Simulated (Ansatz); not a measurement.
## TiO: equation of state with PBEsol

Crystal: TiO.

```xyz
4
Lattice="2.8516 0.0000 0.0000 -1.4258 2.4696 0.0000 0.0000 0.0000 5.5675" Properties=species:S:1:pos:R:3 pbc="T T T"
Ti    1.4258    0.8232    4.1756
Ti    0.0000    1.6464    1.3919
O     0.0000    0.0000    2.7838
O     0.0000    0.0000    0.0000
```

The cell comes from a database or a generator and needn't be the stable form of this composition.

| Item | Value |
| --- | --- |
| Program | Ansatz 0.2.0 |
| Task | equation of state |
| Functional | PBEsol |
| Potentials or basis | Ansatz PAW |
| Cutoff | 420 eV |
| Density cutoff | 1680 eV |
| k mesh | 11 × 11 × 5 |
| Occupations | fermi-dirac, width 0.05 eV |
| Spin | no spin polarisation |

```
Equilibrium volume                        : 9.38 Å³/atom
Bulk modulus at fixed shape and positions : 253 GPa
Pressure derivative of the bulk modulus   : 4.4
```

Energy against volume, from the lowest point:
| volume (Å³/atom) | energy (meV/atom) |
| --- | --- |
| 9.214 | 2.46 |
| 9.410 | 0.00 |
| 9.606 | 3.92 |
| 9.802 | 13.54 |
| 9.998 | 28.19 |
| 10.194 | 47.49 |
| 10.390 | 70.76 |

All runs of the series together: 10 s on 2 threads of AMD EPYC 7R13 Processor (Zen 3), with other jobs on the host.

Caveat: the cell was scaled at fixed shape and fractional positions, which overstates the stiffness of a crystal with free parameters, most of all of layers and chains.
